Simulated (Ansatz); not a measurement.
Wanted: the native input for an Ansatz 0.2.0 run.

```
Task                                : band structure
Functional                          : LDA
Potentials or basis                 : Ansatz PAW
Cutoff                              : 420 eV (not typed: the program's choice for these potentials)
k mesh                              : 8 × 8 × 8
Occupations                         : fermi-dirac, width 0.05 eV
Spin                                : no spin polarisation
Path                                : [["G", "X", "W", "K", "G", "L", "U", "W", "L", "K"], ["U", "X"]]
Points for each segment of the path : 14
```

The system is SnSe.

```
CELL_PARAMETERS angstrom
0.00000 3.01000 3.01000
3.01000 0.00000 3.01000
3.01000 3.01000 0.00000
ATOMIC_POSITIONS crystal
Sn 0.00000 0.00000 0.00000
Se 0.50000 0.50000 0.50000
```

Measurements of this composition are mostly on another form, of space group No. 62.

One way to write it, as run:

input.yaml

```yaml
crystal:
  lattice:
    - [0.0, 3.01, 3.01]
    - [3.01, 0.0, 3.01]
    - [3.01, 3.01, 0.0]
  atoms:
    - { symbol: Sn, position: [0.0, 0.0, 0.0] }
    - { symbol: Se, position: [0.5, 0.5, 0.5] }
hamiltonian:
  xc: lda
  pseudopotentials: { kind: paw }
kpoints:
  mp_grid: { grid: [8, 8, 8] }
  band_path:
    path:
      - [[0.0, 0.0, 0.0], [0.5, 0.0, 0.5], [0.5, 0.25, 0.75], [0.375, 0.375, 0.75], [0.0, 0.0, 0.0], [0.5, 0.5, 0.5], [0.625, 0.25, 0.625], [0.5, 0.25, 0.75], [0.5, 0.5, 0.5], [0.375, 0.375, 0.75]]
      - [[0.625, 0.25, 0.625], [0.5, 0.0, 0.5]]
    npoints: 14
scf:
  occupations: { method: fermi_dirac, width: 0.05 }
  n_extra_bands: 6
output:
  forces: true
  stress: true
  eigenvalues: true
  fatbands: true
```

Potentials or basis: Ansatz PAW.

Run with:

```console
$ ansatz run input.yaml --threads 2 --pin off --max-ram 5632MiB --backend cpu --events-out ev --progress --plain --runs-dir out
```

It gave:

```yaml
Pressure: -3.4 GPa
Band_gap_along_the_path: 0.16 eV, indirect (least direct gap 0.17 eV)
```

Caveat: spin-orbit coupling is left out, which moves the levels of the heavy elements; the PAW data sets come from PBE, with cores solved anew for the run's functional, which leaves a small shift of forces and pressure.

It took 3.5 s on 2 threads of Arm Neoverse V2, with other jobs on the host, peak memory 0.32 GiB.
